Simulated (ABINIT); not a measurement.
Set up this calculation in ABINIT 10.8.3 (patched build), as the native input.

```
Task                                            : equation of state
Functional                                      : revPBE
Dispersion                                      : D3
Potentials or basis                             : JTH PAW PBE v2.0
Cutoff                                          : 544 eV
k mesh                                          : 8 × 8 × 8
Occupations                                     : fermi-dirac, width 0.05 eV
Spin                                            : no spin polarisation
Fine-grid cutoff                                : 1088.46 eV
Exchange and correlation inside the PAW spheres : full angular mesh (pawxcdev 0, this build's default; the released program takes 1)
```

The system is GaP.

```
Ga P
1.0
     0.00000    2.72525    2.72525
     2.72525    0.00000    2.72525
     2.72525    2.72525    0.00000
Ga P
1 1
Direct
  0.00000 0.00000 0.00000
  0.75000 0.75000 0.75000
```

The input as run:

run.abi

```
# Datasets: one volume each
ndtset 7
getwfk -1
scalecart1 3*0.9795861087
scalecart2 3*0.9864848297
scalecart3 3*0.9932883884
scalecart4 3*1.0000000000
scalecart5 3*1.0066227096
scalecart6 3*1.0131594038
scalecart7 3*1.0196128224

# Pseudopotentials
pp_dirpath "./"
pseudos "Ga.GGA_PBE-JTH.xml, P.GGA_PBE-JTH.xml"

# Structure
acell 3.8540855109 3.8540855109 3.8540855109 Angstrom
rprim
     0.0000000000     0.7071067812     0.7071067812
     0.7071067812     0.0000000000     0.7071067812
     0.7071067812     0.7071067812     0.0000000000
ntypat 2
znucl 31 15
natom 2
typat 1 2
xred
     0.0000000000     0.0000000000     0.0000000000
     0.7500000000     0.7500000000     0.7500000000

# Plane-wave basis
ecut 544.227725 eV
pawecutdg 40.0

# k points
kptopt 1
ngkpt 8 8 8
nshiftk 1
shiftk 0.0 0.0 0.0

# Exchange and correlation
ixc 14
vdw_xc 6

# Bands and occupations
nband 13
occopt 3
tsmear 0.00183747

# SCF cycle
nstep 100
tolvrs 1.0e-9

# Output
iomode 3
prtwf 1
prtden 0
prteig 0
prtebands 0
enunit 1
```

Potentials or basis: JTH PAW PBE v2.0.

Command:

```sh
$ abinit run.abi > log 2>&1
```

It gave:

* Equilibrium volume: 20.46 Å³/atom
* Bulk modulus: 81 GPa
* Pressure derivative of the bulk modulus: 4.4

Caveat: pressures at fixed basis lie under the slope of the energies; the PAW data sets were made with another functional, which shifts forces and pressure a little.

Run time: 90 s on 1 thread of Arm Neoverse V1 (shared host), peak memory 0.14 GiB.
